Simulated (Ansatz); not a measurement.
**Br: single points about a listed cell**

A set of self-consistent runs on Br under random distortions, further strains and shifts, distortions that keep the symmetry, to map its energy surface near the listed cell.

Program: Ansatz 0.2.0. Level of theory: DFT PBEsol, scalar-relativistic, plane waves, PAW. These are calculated values, not measurements.

1 further run of the same task is left out (set aside as unsound or not needed).

### 1 The system as given

It takes space group Cmce (No. 64, orthorhombic). The conventional cell has a = 6.670 Å, b = 4.480 Å, c = 8.720 Å, α = 90.00°, β = 90.00°, γ = 90.00°. Around Br (site symmetry m) lie 1 Br at 2.27 Å.

Coordinates:

```
CELL_PARAMETERS angstrom
3.33500 -2.24000 0.00000
3.33500 2.24000 0.00000
0.00000 0.00000 8.72000
ATOMIC_POSITIONS crystal
Br 0.13500 0.86500 0.11000
Br 0.63500 0.36500 0.39000
Br 0.86500 0.13500 0.89000
Br 0.36500 0.63500 0.61000
```

The structure comes from the Crystallography Open Database.

### 2 A distortion that keeps the symmetry

The change: strain xx, yy, zz, yz, xz, xy = +6.9, +8.1, -1.5, +0.0, +0.0, +0.0 %; atoms moved by 0.06 Å root mean square, at most 0.06 Å.

The input, input.yaml:

```yaml
crystal:
  lattice:
    - [3.5660488, -2.4204096, 0.0]
    - [3.5660488, 2.4204096, 0.0]
    - [0.0, 0.0, 8.5884152]
  atoms:
    - { symbol: Br, position: [0.1369565103, 0.8630434897, 0.1031930834] }
    - { symbol: Br, position: [0.6369565103, 0.3630434897, 0.3968069166] }
    - { symbol: Br, position: [0.8630434897, 0.1369565103, 0.8968069166] }
    - { symbol: Br, position: [0.3630434897, 0.6369565103, 0.6031930834] }
basis:
  ecutwfc: 420
kpoints:
  mp_grid: { grid: [8, 8, 4] }
hamiltonian:
  xc: pbesol
scf:
  occupations: { method: gaussian, width: 0.02 }
output:
  forces: true
  stress: true
  eigenvalues: true
```

On the command line:

```console
$ ansatz run input.yaml --threads 1 --pin off --max-ram 1331MiB --backend cpu --events-out ev --progress --plain --runs-dir out
```

### 3 Random moves and strain, cell strained

The input, input.yaml:

```yaml
crystal:
  lattice:
    - [3.4594287, -2.32325505, -0.0149352]
    - [3.4684335, 2.33666175, 0.0074648]
    - [-0.0097664, 0.0436, 9.01648]
  atoms:
    - { symbol: Br, position: [0.1587405025, 0.8711065739, 0.1031009174] }
    - { symbol: Br, position: [0.5585060405, 0.4081176476, 0.4188646789] }
    - { symbol: Br, position: [0.8813291223, 0.1165389437, 0.8628176606] }
    - { symbol: Br, position: [0.4014265669, 0.6042346026, 0.6152167431] }
basis:
  ecutwfc: 420
kpoints:
  mp_grid: { grid: [8, 8, 4] }
hamiltonian:
  xc: pbesol
scf:
  occupations: { method: gaussian, width: 0.02 }
output:
  forces: true
  stress: true
  eigenvalues: true
  populations: true
```

### 4 A distortion that keeps the symmetry

The input, input.yaml:

```yaml
crystal:
  lattice:
    - [3.39566365, -2.2832544, 0.0]
    - [3.39566365, 2.2832544, 0.0]
    - [0.0, 0.0, 9.6683]
  atoms:
    - { symbol: Br, position: [0.1853495498, 0.8146504502, 0.0976380682] }
    - { symbol: Br, position: [0.6853495498, 0.3146504502, 0.4023619318] }
    - { symbol: Br, position: [0.8146504502, 0.1853495498, 0.9023619318] }
    - { symbol: Br, position: [0.3146504502, 0.6853495498, 0.5976380682] }
basis:
  ecutwfc: 420
kpoints:
  mp_grid: { grid: [8, 8, 4] }
hamiltonian:
  xc: pbesol
scf:
  occupations: { method: gaussian, width: 0.02 }
output:
  forces: true
  stress: true
  eigenvalues: true
```

### 5 A distortion of lower symmetry

The input, input.yaml:

```yaml
crystal:
  lattice:
    - [3.25118135, -2.0810284, 0.0]
    - [3.31963575, 2.182946, 0.0]
    - [0.0, 0.0, 8.3579456]
  atoms:
    - { symbol: Br, position: [0.1449854402, 0.8420184179, 0.1161871029] }
    - { symbol: Br, position: [0.6240934192, 0.3258674347, 0.3838128971] }
    - { symbol: Br, position: [0.8759065808, 0.1741325653, 0.8838128971] }
    - { symbol: Br, position: [0.3550145598, 0.6579815821, 0.6161871029] }
basis:
  ecutwfc: 420
kpoints:
  mp_grid: { grid: [8, 8, 4] }
hamiltonian:
  xc: pbesol
scf:
  occupations: { method: gaussian, width: 0.02 }
output:
  forces: true
  stress: true
  eigenvalues: true
```

Q: Predict the outcome of this session. Wanted: for each run, case; energy; pressure; largest force.

The runs gave:

```
step                                    case  energy (meV/atom)  pressure (GPa)  largest force (eV/Å)  gap on the mesh (eV)
   2    a distortion that keeps the symmetry               +0.0             1.9                  1.83                  2.12
   3  random moves and strain, cell strained             +339.4             5.9                 10.67                  1.19
   4    a distortion that keeps the symmetry             +149.4            -4.1                  1.60                  0.72
   5          a distortion of lower symmetry              -98.2             0.8                  0.40                  1.43
```

Energies are counted from step 2, with the smearing taken to zero. 

Among the distorted cells of the listed formula and level the largest force, 10.67 eV/Å, acts on Br2 in step 3. Among the distorted cells of the listed formula and level the gap runs from 0.72 eV to 2.12 eV.

These are semilocal Kohn-Sham gaps, which aren't the measured quantity. Such gaps usually fall short of the measured ones.
